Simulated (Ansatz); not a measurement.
# P (simple hexagonal type): the cost of one run

Program: Ansatz 0.2.0. Level of theory: DFT PBE, with the methods named in each step. These are calculated values, not measurements.

### 1 The starting structure

The structure is hexagonal, space group P6/mmm (No. 191). Conventional cell: a = 2.627 Å, b = 2.627 Å, c = 2.467 Å, α = 90.00°, β = 90.00°, γ = 120.00°. Around P (site symmetry 6/mmm) lie 8 P at 2.47 to 2.63 Å.

Structure file:

```cif
data_structure
_symmetry_space_group_name_H-M 'P6/mmm'
_symmetry_Int_Tables_number 191
_cell_length_a 2.6266
_cell_length_b 2.6266
_cell_length_c 2.4667
_cell_angle_alpha 90.000
_cell_angle_beta 90.000
_cell_angle_gamma 120.000
_cell_volume 14.74
loop_
_atom_site_label
_atom_site_type_symbol
_atom_site_symmetry_multiplicity
_atom_site_Wyckoff_symbol
_atom_site_fract_x
_atom_site_fract_y
_atom_site_fract_z
_atom_site_occupancy
P1 P 1 a 0.00000 0.00000 0.00000 1
```

The file gives the conventional cell by its symmetry; the runs use the cell typed in the input.

Whether this phase is the stable one at these pressures isn't tested.

### 2 The reference volume, LAPW

The input, input.yaml:

```yaml
crystal:
  lattice:
    - [2.6266439457, 0.0, 0.0]
    - [-1.3133219728, 2.2747403837, 0.0]
    - [0.0, 0.0, 2.4666835013]
  atoms:
    - { symbol: P, position: [0.0, 0.0, 0.0] }
kpoints:
  mp_grid: { grid: [18, 18, 17] }
  band_path:
    path:
      - [0.0, 0.0, 0.0]
      - [0.5, 0.0, 0.0]
      - [0.3333333333, 0.3333333333, 0.0]
      - [0.0, 0.0, 0.0]
      - [0.0, 0.0, 0.5]
      - [0.5, 0.0, 0.5]
      - [0.3333333333, 0.3333333333, 0.5]
      - [0.0, 0.0, 0.5]
      - [0.5, 0.0, 0.5]
    npoints: 14
scf:
  occupations: { method: fermi_dirac, width: 0.05 }
hamiltonian:
  xc: pbe
  pseudopotentials: { kind: all_electron, lapw: { basis_error: 0.001 } }
output:
  forces: true
  stress: true
  eigenvalues: true
  populations: true
  dos: { projected: true, de: 0.2, e_range: [-14, 8] }
```

Run with:

```console
> ansatz run input.yaml --threads 1 --pin off --max-ram 2048MiB --backend cpu --events-out ev --progress --plain --runs-dir out
```

Q: Estimate wall time and peak memory on 1 thread of Arm Neoverse V2, shared host.

About 8.8 s, with a peak of 0.28 GiB.
